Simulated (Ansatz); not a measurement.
The decay constant κ of evanescent states in the gap governs leakage through a thin film.

```yaml
crystal:
  lattice:
    - [4.41878, -0.00973, 0.00000]
    - [0.40532, 6.09552, 0.00000]
    - [-2.00673, 3.05262, 2.10915]
  atoms:
    - { symbol: Ge, position: [0.01335, 0.00668, 0.00000] }
    - { symbol: Te, position: [0.94463, 0.47232, 0.00000] }
```

The cell was relaxed by PBE-D3(BJ); by r2SCAN it stands under a pressure of -1.0 GPa.

Transport runs along the normal of the first two printed cell vectors, the (110) plane of the conventional cell.

The gap is the functional's own, uncorrected, and κ follows it; spin-orbit coupling is left out. Mid-gap means the computed energy nearest the middle.

**Question.** Estimate the band gap and the smallest decay constant κ at mid-gap that Ansatz (a quantum-chemistry and plane-wave program) with r2SCAN returns for this system.

**Answer.** Gap 0.66 eV on a 14×14×14 mesh; κ = 0.072 1/Å, at (0.500, 0.500) of the in-plane reciprocal vectors. At the zone centre the slowest state has κ = 0.18 1/Å.
